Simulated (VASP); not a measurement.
# Ni (Fm-3m) in VASP: notebook

The runs below take Ni through single point, with PBEsol.

Program: VASP 6.6.1. These are calculated values, not measurements. Logs are shortened: lines on timing, memory, paths and dates and some standing lists are left out, and cuts for length are marked.

## (1) The undisturbed crystal

It takes space group Fm-3m (No. 225, cubic). Conventional cell: a = 3.524 Å, b = 3.524 Å, c = 3.524 Å, α = 90.00°, β = 90.00°, γ = 90.00°. Ni (site symmetry m-3m) is surrounded by 12 Ni at 2.49 Å.

## (2) Single point, PBEsol, collinear spin, ferromagnetic start (a relaxed cell with its volume scaled by 0.97)

Input file INCAR:

```
SYSTEM = Ni
ALGO = Normal
EDIFF = 1E-7
ENCUT = 520
GGA = PS
ISIF = 2
ISMEAR = 0
ISPIN = 2
LASPH = .True.
LCHARG = .False.
LMAXMIX = 4
LORBIT = 11
LREAL = .False.
LWAVE = .False.
MAGMOM = 0.8
NBANDS = 15
NELM = 150
PREC = Accurate
SIGMA = 0.1
```

Input file KPOINTS:

```
k-points
0
Gamma
  20 20 20
  0 0 0
```

Input file POSCAR:

```
Ni                                      
1.0
    0.0000000000      1.7139078968      1.7139078968
    1.7139078968     -0.0000000000      1.7139078968
    1.7139078968      1.7139078968     -0.0000000000
  Ni            
     1
Direct
     0.0000000000000000    0.0000000000000000    0.0000000000000000
```

Potentials or basis: VASP PAW PBE potentials, release 64 (Ni).

On the command line:

```bash
> cat potpaw_PBE.64/Ni/POTCAR > POTCAR
> mpirun -np 1 vasp_std > vasp.out
```

OUTCAR:

```text
SYSTEM = Ni
   EDIFF = 1E-7
   ENCUT = 520
   GGA = PS
   ISIF = 2
   ISMEAR = 0
   ISPIN = 2
   LASPH = .True.
   LORBIT = 11
   LREAL = .False.
   NELM = 150
   PREC = Accurate

 ion  position               nearest neighbor table
   1  0.000  0.000  0.000-

  LATTYP: Found a face centered cubic cell.
 ALAT       =     3.4278157936

  Lattice vectors:

 A1 = (   0.0000000000,   1.7139078968,   1.7139078968)
 A2 = (   1.7139078968,   0.0000000000,   1.7139078968)
 A3 = (   1.7139078968,   1.7139078968,   0.0000000000)

Analysis of symmetry for initial positions (statically):
=====================================================================
 Subroutine PRICEL returns:
 Original cell was already a primitive cell.

 Routine SETGRP: Setting up the symmetry group for a
 face centered cubic supercell.

 Subroutine GETGRP returns: Found 48 space group operations
 (whereof 48 operations were pure point group operations)
 out of a pool of 48 trial point group operations.

The static configuration has the point symmetry O_h .

Analysis of symmetry for dynamics (positions and initial velocities):
=====================================================================
 Subroutine PRICEL returns:
 Original cell was already a primitive cell.

 Routine SETGRP: Setting up the symmetry group for a
 face centered cubic supercell.

 Subroutine GETGRP returns: Found 48 space group operations
 (whereof 48 operations were pure point group operations)
 out of a pool of 48 trial point group operations.

The dynamic configuration has the point symmetry O_h .

Analysis of structural, dynamic, and magnetic symmetry:
=====================================================================
 Subroutine PRICEL returns:
 Original cell was already a primitive cell.

 Routine SETGRP: Setting up the symmetry group for a
 face centered cubic supercell.

 Subroutine GETGRP returns: Found 48 space group operations
 (whereof 48 operations were pure point group operations)
 out of a pool of 48 trial point group operations.

The overall configuration has the point symmetry O_h .

 Subroutine INISYM returns: Found 48 space group operations
 (whereof 48 operations are pure point group operations),
 and found     1 'primitive' translations

----------------------------------------------------------------------------------------

                                     Primitive cell

  volume of cell :      10.0691

  direct lattice vectors                    reciprocal lattice vectors
     0.000000000  1.713907897  1.713907897    -0.291730962  0.291730962  0.291730962
     1.713907897  0.000000000  1.713907897     0.291730962 -0.291730962  0.291730962
     1.713907897  1.713907897  0.000000000     0.291730962  0.291730962 -0.291730962

  length of vectors
     2.423831792  2.423831792  2.423831792     0.505292849  0.505292849  0.505292849

  position of ions in fractional coordinates (direct lattice)
     0.000000000  0.000000000  0.000000000

  ion indices of the primitive-cell ions
   primitive index   ion index
                 1           1

----------------------------------------------------------------------------------------

 KPOINTS: k-points

Automatic generation of k-mesh.
 Grid dimensions read from file:
 generate k-points for:   20   20   20

 Generating k-lattice:

  Cartesian coordinates                     Fractional coordinates (reciprocal lattice)
    -0.014586548  0.014586548  0.014586548     0.050000000  0.000000000  0.000000000
     0.014586548 -0.014586548  0.014586548     0.000000000  0.050000000  0.000000000
     0.014586548  0.014586548 -0.014586548     0.000000000  0.000000000  0.050000000

  Length of vectors
     0.025264642  0.025264642  0.025264642

  Shift w.r.t. Gamma in fractional coordinates (k-lattice)
     0.000000000  0.000000000  0.000000000

 Subroutine IBZKPT returns following result:
 ===========================================

 Found    256 irreducible k-points:

 Following reciprocal coordinates:
            Coordinates               Weight
  0.000000  0.000000  0.000000      1.000000
  0.050000  0.000000  0.000000      8.000000
  0.100000  0.000000  0.000000      8.000000
  0.150000  0.000000  0.000000      8.000000
  0.200000  0.000000  0.000000      8.000000
  0.250000  0.000000  0.000000      8.000000
[... 16 lines left out ...]
 -0.400000  0.050000  0.000000     24.000000
 -0.350000  0.050000  0.000000     24.000000
 [... further k-points ...]
   k-points           NKPTS =    256   k-points in BZ     NKDIM =    256   number of bands    NBANDS=     15
   number of dos      NEDOS =    301   number of ions     NIONS =      1
   total plane-waves  NPLWV =   5832
   dimension x,y,z NGX =    18 NGY =   18 NGZ =   18
   dimension x,y,z NGXF=    36 NGYF=   36 NGZF=   36
   ions per type =               1
   NGX,Y,Z   is equivalent  to a cutoff of  12.35, 12.35, 12.35 a.u.
   NGXF,Y,Z  is equivalent  to a cutoff of  24.69, 24.69, 24.69 a.u.
 SYSTEM =  Ni
   PREC   = accura    normal or accurate (medium, high low for compatibility)
   ISTART =      0    job   : 0-new  1-cont  2-samecut
   ICHARG =      2    charge: 1-file 2-atom 10-const
   ISPIN  =      2    spin polarized calculation?
   LNONCOLLINEAR =      F non collinear calculations
   LSORBIT =      F    spin-orbit coupling
   LASPH  =      T    aspherical Exc in radial PAW
   ENCUT  =  520.0 eV  38.22 Ry    6.18 a.u.   4.51  4.51  4.51*2*pi/ulx,y,z
   NELM   =    150;   NELMIN=  2; NELMDL= -5     # of ELM steps
   EDIFF  = 0.1E-06   stopping-criterion for ELM
   LREAL  =      F    real-space projection
   EDIFFG = 0.1E-05   stopping-criterion for IOM
   NSW    =      0    number of steps for IOM
   IBRION =     -1    ionic relax: 0-MD 1-quasi-New 2-CG
   NFREE  =      0    steps in history (QN), initial steepest desc. (CG)
   ISIF   =      2    stress and relaxation
   ISYM   =      2    0-nonsym 1-usesym 2-fastsym
   POTIM  = 0.5000    time-step for ionic-motion
   TEBEG  =    0.0;   TEEND  =   0.0 temperature during run
   PSTRESS=    0.0 pullay stress
   NELECT =      10.0000    total number of electrons
   NUPDOWN=      -1.0000    fix difference up-down
   EMIN   =  10.00;   EMAX   =-10.00  energy-range for DOS
   EFERMI =   0.00;   METHOD = LEGACY
   ISMEAR =     0;   SIGMA  =   0.10  broadening in eV -4-tet -1-fermi 0-gaus
   EFERMI_NEDOS =   21; number of points for ismear=-14 and -15
   IALGO  =     38    algorithm
   IMIX   =      4    mixing-type and parameters
     AMIX     =   0.40;   BMIX     =  1.00
     AMIX_MAG =   1.60;   BMIX_MAG =  1.00
  volume/ion in A,a.u.               =      10.07        67.95
  Fermi-wavevector in a.u.,A,eV,Ry     =   1.633343  3.086570 36.297743  2.667809
  Thomas-Fermi vector in A             =   2.725164
   LORBIT       =     11    0 simple, 1 ext, 2 COOP (PROOUT), +10 PAW based schemes
   GGA     = PS    functional components
   LHFCALC =     F    Hartree Fock is set to
   AEXX    =    0.0000 exact exchange contribution
   IVDW    =     0    specifies the selected vdW correction
   LEPSILON=     F    determine dielectric tensor
   LRPA    =     F    only Hartree local field effects (RPA)
 spin polarized calculation
 Gauss-broadening in eV      SIGMA  =   0.10
  energy-cutoff  :      520.00
  volume of cell :       10.07
 maximum number of plane-waves:       290
 NGX is ok and might be reduce to    18
   NGX =  9   NGY =  9   NGZ =  9

 number of electron      10.0000000 magnetization       0.8000000

 number of electron       9.9999990 magnetization       0.6182875

 Free energy of the ion-electron system (eV)
  ---------------------------------------------------
  ext. energy  EPLUGINS =         0.00000000
  ---------------------------------------------------
  free energy    TOTEN  =        -6.13288054 eV

  energy without entropy =       -6.12473228  energy(sigma->0) =       -6.12880641

 E-fermi :  10.3275     XC(G=0): -13.9017

 val. band max:       10.3269030674   @ k =   0.4000   0.0000   0.0000
 cond. band min:      10.3283703020   @ k =   0.4500   0.1500   0.0500
 fundamental gap:      0.0014672345
 Fermi energy:        10.3274797705

 spin component 1

 k-point     1 :       0.0000    0.0000    0.0000
  band No.  band energies     occupation
      1       0.7126      1.00000
      2       7.6945      1.00000
      3       7.6945      1.00000
      4       7.6945      1.00000
      5       8.9991      1.00000
      6       8.9991      1.00000
      7      34.6780      0.00000
      8      39.1299      0.00000
      9      39.1299      0.00000
     10      39.1299      0.00000
     11      42.3368      0.00000
     12      42.3368      0.00000
     13      42.3368      0.00000
     14      45.1553      0.00000
[... 401 lines left out ...]
      2       7.7750      1.00000
      3       7.8364      1.00000
      4       7.9328      1.00000
      5       9.3868      1.00000
      6       9.7705      1.00000
      7      20.0775      0.00000
      8      32.8208      0.00000
      9      35.4488      0.00000
     10      37.6516      0.00000
     11      39.4865      0.00000
     12      41.4220      0.00000
     13      46.0130      0.00000
     14      52.9988      0.00000
     15      54.0576      0.00000

 [... further k-points ...]

 spin component 2

 k-point     1 :       0.0000    0.0000    0.0000
  band No.  band energies     occupation
      1       0.7073      1.00000
      2       8.4073      1.00000
      3       8.4073      1.00000
      4       8.4073      1.00000
      5       9.6046      1.00000
      6       9.6046      1.00000
      7      34.5771      0.00000
      8      39.1281      0.00000
      9      39.1281      0.00000
     10      39.1281      0.00000
     11      42.4652      0.00000
     12      42.4652      0.00000
     13      42.4652      0.00000
     14      45.0727      0.00000
[... 401 lines left out ...]
      2       8.2774      1.00000
      3       8.4069      1.00000
      4       8.4596      1.00000
      5      10.1011      0.99932
      6      10.4539      0.03690
      7      20.3417      0.00000
      8      32.8078      0.00000
      9      35.4928      0.00000
     10      37.7650      0.00000
     11      39.5542      0.00000
     12      41.4751      0.00000
     13      46.1114      0.00000
     14      53.0966      0.00000
     15      54.6374      0.00000

 [... further k-points ...]

------------------------ aborting loop because EDIFF is reached ----------------------------------------

  FORCE on cell =-STRESS in cart. coord.  units (eV):
  Direction    XX          YY          ZZ          XY          YZ          ZX
  --------------------------------------------------------------------------------------
  -------------------------------------------------------------------------------------
  Total        0.4703384      0.4703384      0.4703384     -0.0000000      0.0000000      0.0000000
  in kB       74.8390993     74.8390993     74.8390993     -0.0000000      0.0000000      0.0000000
  external PRESSURE =      74.8390993 kB  Pullay stress =       0.0000000 kB

 VOLUME and BASIS-vectors are now :
 -----------------------------------------------------------------------------
  energy-cutoff  :      520.00
  volume of cell :       10.07
      direct lattice vectors                 reciprocal lattice vectors
     0.000000000  1.713907897  1.713907897    -0.291730962  0.291730962  0.291730962
     1.713907897  0.000000000  1.713907897     0.291730962 -0.291730962  0.291730962
     1.713907897  1.713907897  0.000000000     0.291730962  0.291730962 -0.291730962

 POSITION                                       TOTAL-FORCE (eV/Angst)
 -----------------------------------------------------------------------------------
      0.00000      0.00000      0.00000        -0.000000      0.000000     -0.000000
 -----------------------------------------------------------------------------------
    total drift:                               -0.000000     -0.000000     -0.000000

  FREE ENERGIE OF THE ION-ELECTRON SYSTEM (eV)
  ---------------------------------------------------
  free  energy   TOTEN  =        -6.1328805428 eV

  energy  without entropy=       -6.1247322755  energy(sigma->0) =       -6.12880641

 total charge

# of ion       s       p       d       tot
------------------------------------------
    1        0.536   0.577   8.351   9.463

 magnetization (x)

# of ion       s       p       d       tot
------------------------------------------
    1       -0.006  -0.024   0.652   0.621
```

Run time: 36 s. Hardware: 1 thread of Intel Xeon 6975P-C (Granite Rapids), shared host; peak memory 0.17 GiB.

What came out:

```yaml
Free_energy: -6.1329 eV
Pressure: 7.5 GPa
Band_gap_on_the_k_mesh: none (metal or under the smearing width)
Net_moment: 0.62 μB per cell
Site_moments: Ni +0.62 μB
Valence_electrons_inside_the_program's_atomic_spheres: Ni 9.46
```

Levels at points of the mesh, in eV from the Fermi level:
Spin up:
```
           k point  band 1  band 2  band 3  band 4  band 5  band 6  band 7  band 8  band 9  band 10
(0.00, 0.00, 0.00)   -9.61   -2.63   -2.63   -2.63   -1.33   -1.33   24.35   28.80   28.80    28.80
(0.50, 0.00, 0.00)   -5.30   -2.63   -2.63   -0.57   -0.57   -0.49    6.22   22.81   25.99    25.99
(0.50, 0.50, 0.00)   -5.16   -4.63   -0.53   -0.41   -0.41    2.44    9.90   15.50   15.50    20.69
```
Spin down:
```tsv
k point	band 3	band 4	band 5	band 6	band 7	band 8
(0.00, 0.00, 0.00)	-1.92	-1.92	-0.72	-0.72	24.25	28.80
(0.50, 0.00, 0.00)	-2.02	-0.51	0.17	0.17	6.64	22.71
(0.50, 0.50, 0.00)	0.11	0.41	0.41	2.44	10.18	15.53
```

Caveat: the PAW data sets were made with another functional, which shifts forces and pressure a little.

## (3) Single point, PBEsol, collinear spin, ferromagnetic start (a relaxed cell with its volume scaled by 1.03)

INCAR is that of step 2.

KPOINTS is that of step 2.

Input file POSCAR:

```
Ni                                      
1.0
    0.0000000000      1.7485416299      1.7485416299
    1.7485416299     -0.0000000000      1.7485416299
    1.7485416299      1.7485416299     -0.0000000000
  Ni            
     1
Direct
     0.0000000000000000    0.0000000000000000    0.0000000000000000
```

Potentials or basis: VASP PAW PBE potentials, release 64 (Ni).

On the command line:

```bash
> cat potpaw_PBE.64/Ni/POTCAR > POTCAR
> mpirun -np 1 vasp_std > vasp.out
```

Run time: 39 s. Hardware: 1 thread of Intel Xeon 6975P-C (Granite Rapids), shared host; peak memory 0.17 GiB.

It converged, with:

* Free energy: -6.1337 eV
* Pressure: -6.3 GPa
* Band gap on the k mesh: none (metal or under the smearing width)
* Net moment: 0.63 μB per cell
* Site moments: Ni +0.64 μB
* Valence electrons inside the program's atomic spheres: Ni 9.35

Levels at points of the mesh, in eV from the Fermi level:
Spin up:
| k point | band 2 | band 3 | band 4 | band 5 | band 6 | band 7 | band 8 | band 9 |
| --- | --- | --- | --- | --- | --- | --- | --- | --- |
| (0.00, 0.00, 0.00) | -2.47 | -2.47 | -2.47 | -1.27 | -1.27 | 23.85 | 27.82 | 27.82 |
| (0.50, 0.00, 0.00) | -2.46 | -2.46 | -0.59 | -0.59 | -0.37 | 5.76 | 22.33 | 24.91 |
| (0.50, 0.50, 0.00) | -4.29 | -0.54 | -0.45 | -0.45 | 2.40 | 9.35 | 14.93 | 14.93 |
Spin down:
```tsv
k point	band 2	band 3	band 4	band 5	band 6	band 7	band 8	band 9
(0.00, 0.00, 0.00)	-1.75	-1.75	-1.75	-0.66	-0.66	23.73	27.82	27.82
(0.50, 0.00, 0.00)	-1.84	-1.84	-0.41	0.16	0.16	6.19	22.22	25.01
(0.50, 0.50, 0.00)	-3.70	0.10	0.38	0.38	2.39	9.61	14.95	14.95
```

Caveat: the PAW data sets were made with another functional, which shifts forces and pressure a little.
